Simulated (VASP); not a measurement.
Computed with PBE GGA, VASP's PBE PAW potentials (set 64) (plane waves; VASP).

A VASP calculation is set up with these files.

### KPOINTS
```
Automatic mesh
0
Gamma
6 6 6
0 0 0
```

### POSCAR
```
AlSb
1.0
  0.0000000000   3.1314000000   3.1314000000
  3.1314000000   0.0000000000   3.1314000000
  3.1314000000   3.1314000000   0.0000000000
Al Sb
1 1
direct
  0.0000000000   0.0000000000   0.0000000000
  0.2500000000   0.2500000000   0.2500000000
```

### INCAR
```
# general
SYSTEM  = AlSb
PREC    = Accurate
ENCUT   = 400
LREAL   = F   # projection in real space or not
LASPH   = T

# electronic loop
EDIFF   = 1E-6   # SCF stop (eV)
NELM    = 100
ALGO    = Normal   # blocked Davidson
LMAXMIX = 4

# smearing
ISMEAR  = 0   # Gaussian
SIGMA   = 0.05   # width (eV)

# functional
GGA     = PE   # PBE

# ions
ISIF    = 2   # forces and stress, cell fixed

# output
LWAVE   = F
LCHARG  = F
```

POTCAR, in this order: Al Sb (PBE.64 set). Program: vasp_std.

Output of the run:

OSZICAR:
```
       N       E                     dE             d eps       ncg     rms          rms(c)
DAV:   1     0.134520326612E+02    0.13452E+02   -0.23953E+03   256   0.576E+02
DAV:   2    -0.784062364229E+01   -0.21293E+02   -0.20175E+02   328   0.789E+01
DAV:   3    -0.827003916430E+01   -0.42942E+00   -0.42942E+00   328   0.150E+01
DAV:   4    -0.827340725090E+01   -0.33681E-02   -0.33681E-02   376   0.168E+00
DAV:   5    -0.827341422200E+01   -0.69711E-05   -0.69711E-05   320   0.699E-02    0.325E+00
DAV:   6    -0.821396464974E+01    0.59450E-01   -0.94734E-02   296   0.145E+00    0.201E+00
DAV:   7    -0.819666124236E+01    0.17303E-01   -0.83446E-02   288   0.154E+00    0.410E-01
DAV:   8    -0.819746676252E+01   -0.80552E-03   -0.68619E-03   256   0.472E-01    0.940E-02
DAV:   9    -0.819781481993E+01   -0.34806E-03   -0.55593E-04   328   0.158E-01    0.284E-02
DAV:  10    -0.819785160279E+01   -0.36783E-04   -0.34116E-05   376   0.344E-02    0.147E-02
DAV:  11    -0.819788296176E+01   -0.31359E-04   -0.57798E-05   272   0.498E-02    0.407E-03
DAV:  12    -0.819788347097E+01   -0.50921E-06   -0.59236E-07   344   0.561E-03
   1 F= -.81978835E+01 E0= -.81978835E+01  d E =-.581071E-13
```

File OUTCAR:
```
------------------------ aborting loop because EDIFF is reached ----------------------------------------
  FORCE on cell =-STRESS in cart. coord.  units (eV):
  Direction    XX          YY          ZZ          XY          YZ          ZX
  --------------------------------------------------------------------------------------
  Total       -0.2697781     -0.2697781     -0.2697781     -0.0000000     -0.0000000      0.0000000
  in kB       -7.0383636     -7.0383636     -7.0383636     -0.0000000     -0.0000000      0.0000000
  external PRESSURE =      -7.0383636 kB  Pullay stress =       0.0000000 kB
  volume of cell :       61.41
      direct lattice vectors                 reciprocal lattice vectors
     0.000000000  3.131400000  3.131400000    -0.159672990  0.159672990  0.159672990
     3.131400000  0.000000000  3.131400000     0.159672990 -0.159672990  0.159672990
     3.131400000  3.131400000  0.000000000     0.159672990  0.159672990 -0.159672990
 POSITION                                       TOTAL-FORCE (eV/Angst)
 -----------------------------------------------------------------------------------
      0.00000      0.00000      0.00000         0.000000      0.000000      0.000000
      1.56570      1.56570      1.56570        -0.000000     -0.000000     -0.000000
 -----------------------------------------------------------------------------------
    total drift:                               -0.000000     -0.000000     -0.000000
  FREE ENERGIE OF THE ION-ELECTRON SYSTEM (eV)
  ---------------------------------------------------
  free  energy   TOTEN  =        -8.1978834710 eV

  energy  without entropy=       -8.1978834710  energy(sigma->0) =       -8.19788347
```
(Selected blocks of OUTCAR.)

The compound is AlSb in the zinc blende structure. The cell was not relaxed at this level.
